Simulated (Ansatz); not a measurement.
CaO (zincblende): gap against strain (uniaxial along [111], other directions held)

CaO (zincblende), relaxed with r2SCAN in the plane-wave code Ansatz, then strained (uniaxial along [111], other directions held; changes of length per length, axes as in the cell below) with the atoms relaxed again within the symmetry that is left. The symmetry is F-43m (No. 216, cubic); a = 5.213 Å in the conventional setting, 17.71 Å³ an atom. Ca has 4 O at 2.26 Å; O has 4 Ca at 2.26 Å. Values at 0 K without nuclear motion; spin polarisation is off, and the phase may be a hypothetical one.

```xyz
2
Lattice="0.0000 2.6067 2.6067 2.6067 0.0000 2.6067 2.6067 2.6067 0.0000" Properties=species:S:1:pos:R:3 pbc="T T T"
Ca    0.0000    0.0000    0.0000
O     1.3034    1.3034    1.3034
```

Gaps are the least over each mesh (PBE 8×8×8, r2SCAN 8×8×8, HSE06 6×6×6 when unstrained) and the special points, which keep their unstrained names; stress is the change from the unstrained cell, compression positive.

```tsv
strain (%)	gap, PBE (eV)	gap, r2SCAN (eV)	gap, HSE06 (eV)	edges, HSE06	stress along the strain, r2SCAN (GPa)	energy rise, r2SCAN (meV/atom)
-4.0	3.453	3.881	4.859	X → Γ	+5.21	11.5
0.0	3.333	3.759	4.728	X → Γ	0.00	0.0
+2.56	3.228	3.650	4.607	X → Γ	-3.39	4.9
+4.56	3.143	3.565	4.513	X → Γ	-5.95	15.3
```

Task: Estimate the row for a strain of -1.0 %.

Result:
```tsv
strain (%)	gap, PBE (eV)	gap, r2SCAN (eV)	gap, HSE06 (eV)	edges, HSE06	stress along the strain, r2SCAN (GPa)	energy rise, r2SCAN (meV/atom)
-1.0	3.364	3.789	4.760	X → Γ	+1.33	0.7
```

Between zero and the nearest strains the slope of the HSE06 gap against strain is -0.032 eV per percent for negative and -0.047 for positive strain. With r2SCAN the edges change from X → Γ (indirect) to W → Γ (indirect) between -1.0 and 0.0 %. With r2SCAN the edges change from W → Γ (indirect) to X → Γ (indirect) between 0.0 and +2.56 %. With PBE the edges change from X → Γ (indirect) to W → Γ (indirect) between -1.0 and 0.0 %. With PBE the edges change from W → Γ (indirect) to X → Γ (indirect) between 0.0 and +2.56 %.

The meshes of the hybrids are coarse, so their gaps aren't converged to the digits shown.
